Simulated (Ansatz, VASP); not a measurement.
## Two plane-wave programs on C

File POSCAR:

```
C
1.0
    4.8453810000      0.0000000000      0.0000000000
   -2.9986248849      3.8060433306      0.0000000000
    0.0000000000      0.0000000000      2.4995960000
C
8
Direct
    0.6482150000      0.9813910000      0.0000000000
    0.3517850000      0.0186090000      0.0000000000
    0.0186090000      0.3517850000      0.0000000000
    0.9813910000      0.6482150000      0.0000000000
    0.4047290000      0.2263750000      0.5000000000
    0.5952710000      0.7736250000      0.5000000000
    0.7736250000      0.5952710000      0.5000000000
    0.2263750000      0.4047290000      0.5000000000
```

Contents of INCAR.step1:

```
SYSTEM = C
PREC = Accurate
ENCUT = 600
ISMEAR = 1
SIGMA = 0.1
LREAL = .False.
LASPH = .True.
NELM = 100
GGA = PE
ALGO = Normal
EDIFF = 1E-4
LWAVE = .True.
LCHARG = .False.
```

The input INCAR.step2:

```
SYSTEM = C
PREC = Accurate
ENCUT = 600
EDIFF = 1E-7
ISMEAR = 1
SIGMA = 0.1
LREAL = .False.
LASPH = .True.
NELM = 100
ALGO = Normal
ISIF = 4
LWAVE = .False.
LCHARG = .False.
METAGGA = R2SCAN
LMIXTAU = .True.
IBRION = 2
NSW = 80
EDIFFG = -0.01
ISTART = 1
```

Contents of KPOINTS:

```
Automatic mesh
0
Gamma
  6 6 8
  0 0 0
```

Input for Ansatz:

```yaml
crystal:
  lattice:
    - [4.845381, 0.0, 0.0]
    - [-2.998624884920775, 3.8060433306381136, 0.0]
    - [0.0, 0.0, 2.499596]
  atoms:
    - { symbol: C, position: [0.648215, 0.981391, 0.0] }
    - { symbol: C, position: [0.351785, 0.018609, 0.0] }
    - { symbol: C, position: [0.018608999999999976, 0.351785, 0.0] }
    - { symbol: C, position: [0.9813909999999998, 0.6482149999999999, 0.0] }
    - { symbol: C, position: [0.404729, 0.226375, 0.5] }
    - { symbol: C, position: [0.595271, 0.773625, 0.5] }
    - { symbol: C, position: [0.773625, 0.595271, 0.5] }
    - { symbol: C, position: [0.226375, 0.404729, 0.5] }
kpoints:
  mp_grid:
    grid: [6, 6, 8]
hamiltonian:
  xc: r2scan
scf:
  occupations:
    method: cold
    width: 0.1
relax:
  cell:
    fix: [volume]
```

This isn't the form of C at room conditions, which is graphite.

Alike in both runs: task relaxation of shape and atoms at fixed volume; functional r2SCAN; k mesh 6 × 6 × 8; no spin polarisation.

|  | VASP | Ansatz |
| --- | --- | --- |
| version | VASP 6.6.1 | Ansatz 0.2.0 |
| potentials or method | VASP PAW PBE potentials, release 64 (C) | plane waves, PAW |
| plane-wave cutoff (eV) | 600 | 500 |
| occupations | methfessel-paxton of order 1, width 0.1 eV | cold, width 0.1 eV |
| valence electrons in the cell | 32 | 32 |

|  | VASP | Ansatz | Ansatz less VASP |
| --- | --- | --- | --- |
| relaxed volume (Å³/atom) | 5.76 | 5.76 | 0.000 |
| relaxed cell length with the largest relative difference (Å) | 4.845 | 4.846 | +0.0001 |

Caveats: the PAW data sets were made with another functional, which shifts forces and pressure a little (VASP).
